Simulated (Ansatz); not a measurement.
# HfO2: the cost of one run

Computed with Ansatz 0.2.0 (DFT PBE+D3(BJ), scalar-relativistic, plane waves, PAW, unless a step's input says otherwise).

## 1. The system as given

It takes space group P-3m1 (No. 164, trigonal). The conventional cell has a = 3.061 Å, b = 3.061 Å, c = 22.000 Å, α = 90.00°, β = 90.00°, γ = 120.00°. Hf (site symmetry 3m) is surrounded by 6 O at 2.21 Å. O (site symmetry 3m) has 3 Hf at 2.21 Å in its first shell of neighbours.

As a file:

```
Hf O
1.0
     3.06070    0.00000    0.00000
    -1.53035    2.65064    0.00000
     0.00000    0.00000   22.00000
Hf O
2 4
Direct
  0.66667 0.33333 0.38016
  0.33333 0.66667 0.61984
  0.00000 0.00000 0.44068
  0.00000 0.00000 0.31963
  0.00000 0.00000 0.55932
  0.00000 0.00000 0.68037
```

A structure generator made this guess: sheets of the NbO2 type as a bilayer. The dimensions are guesses.

It is a sheet, periodic along a and b, with vacuum along c; volumes and pressures of the box carry no meaning, and space groups named for it are those of the box.

## 2. A first look at the guess

Input file input.yaml:

```yaml
crystal:
  lattice:
    - [3.0607, 0.0, 0.0]
    - [-1.53035, 2.65064374, 0.0]
    - [0.0, 0.0, 22.0]
  atoms:
    - { symbol: Hf, position: [0.66666667, 0.33333333, 0.38015707] }
    - { symbol: Hf, position: [0.33333333, 0.66666667, 0.61984293] }
    - { symbol: O, position: [0.0, 0.0, 0.44068182] }
    - { symbol: O, position: [0.0, 0.0, 0.31963232] }
    - { symbol: O, position: [0.0, 0.0, 0.55931818] }
    - { symbol: O, position: [0.0, 0.0, 0.68036768] }
  periodic: [true, true, false]
basis:
  ecutwfc: 420
kpoints:
  mp_grid: { grid: [6, 6, 1] }
hamiltonian:
  xc: pbe
  dispersion: d3bj
scf:
  occupations: { method: gaussian, width: 0.1 }
  lower_state_search: "off"
output:
  forces: true
  stress: true
  eigenvalues: true
```

Run with:

```
$ ansatz run input.yaml --threads 1 --pin off --max-ram 2560MiB --backend cpu --events-out ev --progress --plain --runs-dir out
```

What time and memory should one allow on 1 thread of Arm Neoverse N1, shared host?

About 17 s, with a peak of 0.53 GiB.
